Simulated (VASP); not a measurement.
# Bi (C2/m) in VASP: further runs

One crystal, Bi, is run at these levels: PBE; tasks: single point.

Everything below comes from runs of VASP 6.6.1. Logs are shortened: lines on timing, memory, paths and dates and some standing lists are left out, and cuts for length are marked.

### 1 The crystal as given

It takes space group C2/m (No. 12, monoclinic). The conventional cell has a = 6.977 Å, b = 6.265 Å, c = 3.359 Å, α = 90.00°, β = 112.04°, γ = 90.00°. Around Bi (site symmetry m) lie 6 Bi at 3.21 to 3.45 Å.

This isn't the form of Bi at room conditions, which is rhombohedral.

### 2 Single point, PBE

INCAR reads:

```
SYSTEM = Bi
ADDGRID = .True.
ALGO = Normal
EDIFF = 1E-6
ENCUT = 460
GGA = PE
ISIF = 2
ISMEAR = 1
LASPH = .True.
LCHARG = .False.
LREAL = .False.
LWAVE = .False.
NBANDS = 22
NELM = 100
PREC = Accurate
SIGMA = 0.15
```

KPOINTS reads:

```
k-points
0
Gamma
  4 4 6
  0 0 0
```

POSCAR reads:

```
Bi
1.0
    3.4885980000     -3.1325780000      0.0000000000
    3.4885980000      3.1325780000      0.0000000000
   -1.2602350000      0.0000000000      3.1135500000
Bi
2
Direct
    0.7530610000      0.7530610000      0.8573820000
    0.2469390000      0.2469390000      0.1426180000
```

Potentials or basis: VASP PAW PBE potentials, release 64 (Bi_d).

Run with:

```console
cat potpaw_PBE.64/Bi_d/POTCAR > POTCAR
mpirun -np 1 vasp_std > vasp.out
```

OUTCAR:

```text
SYSTEM = Bi
   EDIFF = 1E-6
   ENCUT = 460
   GGA = PE
   ISIF = 2
   ISMEAR = 1
   LASPH = .True.
   LREAL = .False.
   NELM = 100
   PREC = Accurate

 Found     34 irreducible k-points:

 Following reciprocal coordinates:
            Coordinates               Weight
  0.000000  0.000000  0.000000      1.000000
  0.250000  0.000000 -0.000000      4.000000
  0.500000  0.000000 -0.000000      2.000000
  0.250000  0.250000 -0.000000      2.000000
  0.500000  0.250000  0.000000      4.000000
 -0.250000  0.250000  0.000000      2.000000
   k-points           NKPTS =     34   k-points in BZ     NKDIM =     34   number of bands    NBANDS=     22
   number of dos      NEDOS =    301   number of ions     NIONS =      2
   total plane-waves  NPLWV =  31104
   dimension x,y,z NGX =    36 NGY =   36 NGZ =   24
   dimension x,y,z NGXF=    72 NGYF=   72 NGZF=   48
   ions per type =               2
   NGX,Y,Z   is equivalent  to a cutoff of  12.76, 12.76, 11.88 a.u.
   NGXF,Y,Z  is equivalent  to a cutoff of  25.53, 25.53, 23.76 a.u.
 SYSTEM =  Bi
   PREC   = accura    normal or accurate (medium, high low for compatibility)
   ISTART =      0    job   : 0-new  1-cont  2-samecut
   ICHARG =      2    charge: 1-file 2-atom 10-const
   ISPIN  =      1    spin polarized calculation?
   LNONCOLLINEAR =      F non collinear calculations
   LSORBIT =      F    spin-orbit coupling
   LASPH  =      T    aspherical Exc in radial PAW
   ENCUT  =  460.0 eV  33.81 Ry    5.81 a.u.   8.20  8.20  5.87*2*pi/ulx,y,z
   NELM   =    100;   NELMIN=  2; NELMDL= -5     # of ELM steps
   EDIFF  = 0.1E-05   stopping-criterion for ELM
   LREAL  =      F    real-space projection
   EDIFFG = 0.1E-04   stopping-criterion for IOM
   NSW    =      0    number of steps for IOM
   IBRION =     -1    ionic relax: 0-MD 1-quasi-New 2-CG
   NFREE  =      0    steps in history (QN), initial steepest desc. (CG)
   ISIF   =      2    stress and relaxation
   ISYM   =      2    0-nonsym 1-usesym 2-fastsym
   POTIM  = 0.5000    time-step for ionic-motion
   TEBEG  =    0.0;   TEEND  =   0.0 temperature during run
   PSTRESS=    0.0 pullay stress
   NELECT =      30.0000    total number of electrons
   NUPDOWN=      -1.0000    fix difference up-down
   EMIN   =  10.00;   EMAX   =-10.00  energy-range for DOS
   EFERMI =   0.00;   METHOD = LEGACY
   ISMEAR =     1;   SIGMA  =   0.15  broadening in eV -4-tet -1-fermi 0-gaus
   EFERMI_NEDOS =   21; number of points for ismear=-14 and -15
   IALGO  =     38    algorithm
   IMIX   =      4    mixing-type and parameters
     AMIX     =   0.40;   BMIX     =  1.00
     AMIX_MAG =   1.60;   BMIX_MAG =  1.00
  volume/ion in A,a.u.               =      34.03       229.62
  Fermi-wavevector in a.u.,A,eV,Ry     =   1.245955  2.354514 21.121737  1.552404
  Thomas-Fermi vector in A             =   2.380154
   LORBIT       =      0    0 simple, 1 ext, 2 COOP (PROOUT), +10 PAW based schemes
   GGA     = PE    functional components
   LHFCALC =     F    Hartree Fock is set to
   AEXX    =    0.0000 exact exchange contribution
   IVDW    =     0    specifies the selected vdW correction
   LEPSILON=     F    determine dielectric tensor
   LRPA    =     F    only Hartree local field effects (RPA)
 non-spin polarized calculation
 Methfessel and Paxton  Order N= 1 SIGMA  =   0.15
  energy-cutoff  :      460.00
  volume of cell :       68.05
 maximum number of plane-waves:      1540
 NGX is ok and might be reduce to    36
   NGX = 17   NGY = 17   NGZ = 11

 number of electron      30.0000001 magnetization

 Free energy of the ion-electron system (eV)
  ---------------------------------------------------
  ext. energy  EPLUGINS =         0.00000000
  ---------------------------------------------------
  free energy    TOTEN  =        -7.70374304 eV

  energy without entropy =       -7.70289802  energy(sigma->0) =       -7.70346136

 E-fermi :   6.7236     XC(G=0):  -9.7828

 val. band max:        6.7169492178   @ k =   0.0000   0.0000   0.3333
 cond. band min:       6.8039551076   @ k =   0.5000   0.5000   0.1667
 fundamental gap:      0.0870058899
 Fermi energy:         6.7236122839

 k-point     1 :       0.0000    0.0000    0.0000
  band No.  band energies     occupation
      1     -16.1974      2.00000
      2     -16.1836      2.00000
      3     -16.1402      2.00000
      4     -16.1004      2.00000
      5     -16.0312      2.00000
      6     -16.0050      2.00000
[... 14 lines left out ...]
     21      14.9967      0.00000
     22      15.4743      0.00000

 k-point     2 :       0.2500    0.0000   -0.0000
  band No.  band energies     occupation
      1     -16.1871      2.00000
      2     -16.1701      2.00000
      3     -16.1433      2.00000
      4     -16.0760      2.00000
      5     -16.0285      2.00000
      6     -16.0093      2.00000
[... 14 lines left out ...]
     21      15.6565      0.00000
     22      16.5666      0.00000

 k-point     3 :       0.5000    0.0000   -0.0000
  band No.  band energies     occupation
      1     -16.1899      2.00000
      2     -16.1668      2.00000
      3     -16.0979      2.00000
      4     -16.0533      2.00000
      5     -16.0328      2.00000
      6     -16.0051      2.00000
[... 14 lines left out ...]
     21      15.3758      0.00000
     22      15.8103      0.00000

 k-point     4 :       0.2500    0.2500   -0.0000
  band No.  band energies     occupation
      1     -16.1863      2.00000
      2     -16.1713      2.00000
      3     -16.1043      2.00000
      4     -16.0594      2.00000
      5     -16.0285      2.00000
      6     -16.0180      2.00000
[... 14 lines left out ...]
     21      15.6661      0.00000
     22      16.9362      0.00000

 k-point     5 :       0.5000    0.2500    0.0000
  band No.  band energies     occupation
      1     -16.1898      2.00000
      2     -16.1749      2.00000
      3     -16.0729      2.00000
      4     -16.0344      2.00000
      5     -16.0248      2.00000
      6     -16.0054      2.00000
[... 14 lines left out ...]
     21      15.9182      0.00000
     22      16.4163      0.00000

 k-point     6 :      -0.2500    0.2500    0.0000
  band No.  band energies     occupation
      1     -16.1914      2.00000
      2     -16.1685      2.00000
      3     -16.1343      2.00000
      4     -16.0552      2.00000
      5     -16.0149      2.00000
      6     -16.0059      2.00000
[... 14 lines left out ...]
     21      15.4172      0.00000
     22      15.4681      0.00000

 [... further k-points ...]
[... 5 lines left out ...]
  --------------------------------------------------------------------------------------
  -------------------------------------------------------------------------------------
  Total        0.4067225     -0.2766885     -0.2402695      0.0000000      0.0000000      0.0882675
  in kB        9.5756910     -6.5142293     -5.6567962      0.0000000      0.0000000      2.0781306
  external PRESSURE =      -0.8651115 kB  Pullay stress =       0.0000000 kB

 VOLUME and BASIS-vectors are now :
 -----------------------------------------------------------------------------
  energy-cutoff  :      460.00
  volume of cell :       68.05
      direct lattice vectors                 reciprocal lattice vectors
     3.488598000 -3.132578000  0.000000000     0.143324052 -0.159612945  0.058011590
     3.488598000  3.132578000  0.000000000     0.143324052  0.159612945  0.058011590
    -1.260235000  0.000000000  3.113550000     0.000000000  0.000000000  0.321176792

 POSITION                                       TOTAL-FORCE (eV/Angst)
 -----------------------------------------------------------------------------------
      4.17375      0.00000      2.66950         0.040291      0.000000      0.104816
      1.54321      0.00000      0.44405        -0.040291      0.000000     -0.104816
 -----------------------------------------------------------------------------------
    total drift:                               -0.000000      0.000000      0.000000

  FREE ENERGIE OF THE ION-ELECTRON SYSTEM (eV)
  ---------------------------------------------------
  free  energy   TOTEN  =        -7.7037430365 eV

  energy  without entropy=       -7.7028980208  energy(sigma->0) =       -7.70346136
```

OSZICAR:

```text
N       E                     dE             d eps       ncg     rms          rms(c)
DAV:   1     0.292883384630E+03    0.29288E+03   -0.15160E+04  1496   0.153E+03
DAV:   2     0.166232167708E+02   -0.27626E+03   -0.26862E+03  1538   0.417E+02
DAV:   3    -0.688855709475E+01   -0.23512E+02   -0.23203E+02  1820   0.136E+02
DAV:   4    -0.767102828018E+01   -0.78247E+00   -0.78226E+00  1836   0.277E+01
DAV:   5    -0.770522778405E+01   -0.34200E-01   -0.34199E-01  2116   0.513E+00    0.774E-01
DAV:   6    -0.770259238482E+01    0.26354E-02   -0.19216E-02  1940   0.151E+00    0.468E-01
DAV:   7    -0.770354402336E+01   -0.95164E-03   -0.10835E-02  1870   0.118E+00    0.118E-01
DAV:   8    -0.770373941409E+01   -0.19539E-03   -0.12579E-03  1736   0.418E-01    0.158E-02
DAV:   9    -0.770374567921E+01   -0.62651E-05   -0.41071E-05  2204   0.564E-02    0.723E-03
DAV:  10    -0.770374282621E+01    0.28530E-05   -0.31087E-06  1464   0.186E-02    0.142E-03
DAV:  11    -0.770374303652E+01   -0.21031E-06   -0.66504E-07   976   0.104E-02
   1 F= -.77037430E+01 E0= -.77034614E+01  d E =-.845016E-03
```

It took 21 s on 1 thread of Intel Xeon 6975P-C (Granite Rapids), shared host; peak memory 0.27 GiB.

These settings aren't checked as converged: the numbers below hold their error.

What came out:

```
Free energy            : -7.7037 eV
Pressure               : -0.1 GPa
Largest force          : 0.112 eV/Å
Band gap on the k mesh : none (metal or under the smearing width)
```

Caveat: spin-orbit coupling is left out, which moves the levels of the heavy elements.

### 3 Single point, PBE

Changes to INCAR since step 2:

```diff
@@ -1,3 +1,3 @@
 SYSTEM = Bi
-ADDGRID = .True.
+ADDGRID = .False.
 ALGO = Normal
@@ -8,3 +8,3 @@
 ISMEAR = 1
-LASPH = .True.
+LASPH = .False.
 LCHARG = .False.
```

KPOINTS is that of step 2.

POSCAR is that of step 2.

Potentials or basis: VASP PAW PBE potentials, release 64 (Bi_d).

Run with:

```console
cat potpaw_PBE.64/Bi_d/POTCAR > POTCAR
mpirun -np 1 vasp_std > vasp.out
```

Wall time 15 s (1 thread of Intel Xeon 6975P-C (Granite Rapids), shared host); peak memory 0.18 GiB.

The run converged, but some of its settings lie outside the range that counts as converged, so its numbers aren't taken as properties of the crystal.

What came out:

| Item | Value |
| --- | --- |
| Free energy | -7.7037 eV |
| Pressure | -0.1 GPa |
| Largest force | 0.112 eV/Å |
| Band gap on the k mesh | none (metal or under the smearing width) |

Caveat: spin-orbit coupling is left out, which moves the levels of the heavy elements.

### 4 Single point, PBE

INCAR reads:

```
SYSTEM = Bi
ADDGRID = .False.
ALGO = Normal
EDIFF = 1E-4
ENCUT = 460
GGA = PE
ISIF = 2
ISMEAR = 1
LASPH = .True.
LCHARG = .False.
LREAL = Auto
LWAVE = .False.
NBANDS = 22
NELM = 100
PREC = Normal
SIGMA = 0.15
```

KPOINTS is that of step 3.

POSCAR is that of step 3.

Run with:

```console
cat potpaw_PBE.64/Bi_d/POTCAR > POTCAR
mpirun -np 1 vasp_std > vasp.out
```

It took 9.8 s on 1 thread of Intel Xeon 6975P-C (Granite Rapids), shared host; peak memory 0.15 GiB.

The run converged, but some of its settings lie outside the range that counts as converged, so its numbers aren't taken as properties of the crystal.

Results:

```yaml
Free_energy: -7.7087 eV
Pressure: -0.2 GPa
Largest_force: 0.113 eV/Å
Band_gap_on_the_k_mesh: none (metal or under the smearing width)
```

Caveat: spin-orbit coupling is left out, which moves the levels of the heavy elements.

### 5 Single point, PBE

INCAR reads:

```
SYSTEM = Bi
ADDGRID = .False.
ALGO = Normal
EDIFF = 1E-6
ENCUT = 520
GGA = PE
ISIF = 2
ISMEAR = 1
LASPH = .True.
LCHARG = .False.
LREAL = .False.
LWAVE = .False.
NBANDS = 22
NELM = 100
PREC = Accurate
SIGMA = 0.15
```

KPOINTS is that of step 4.

POSCAR is that of step 4.

Run with:

```console
cat potpaw_PBE.64/Bi_d/POTCAR > POTCAR
mpirun -np 1 vasp_std > vasp.out
```

It took 18 s on 1 thread of Intel Xeon 6975P-C (Granite Rapids), shared host; peak memory 0.19 GiB.

The run converged, but some of its settings lie outside the range that counts as converged, so its numbers aren't taken as properties of the crystal.

Results:

```yaml
Free_energy: -7.7031 eV
Pressure: -0.1 GPa
Largest_force: 0.112 eV/Å
Band_gap_on_the_k_mesh: none (metal or under the smearing width)
```

Caveat: spin-orbit coupling is left out, which moves the levels of the heavy elements.

### 6 For comparison

An earlier run on the cell as given: functional PBEsol; potentials or basis VASP PAW PBE potentials, release 64 (Bi_d); cutoff 520 eV; k mesh 6 × 6 × 9; occupations fermi-dirac, width 0.05 eV; no spin polarisation.

- Pressure: -2.5 GPa
- Largest force: 0.057 eV/Å
- Band gap on the k mesh: none (metal or under the smearing width)
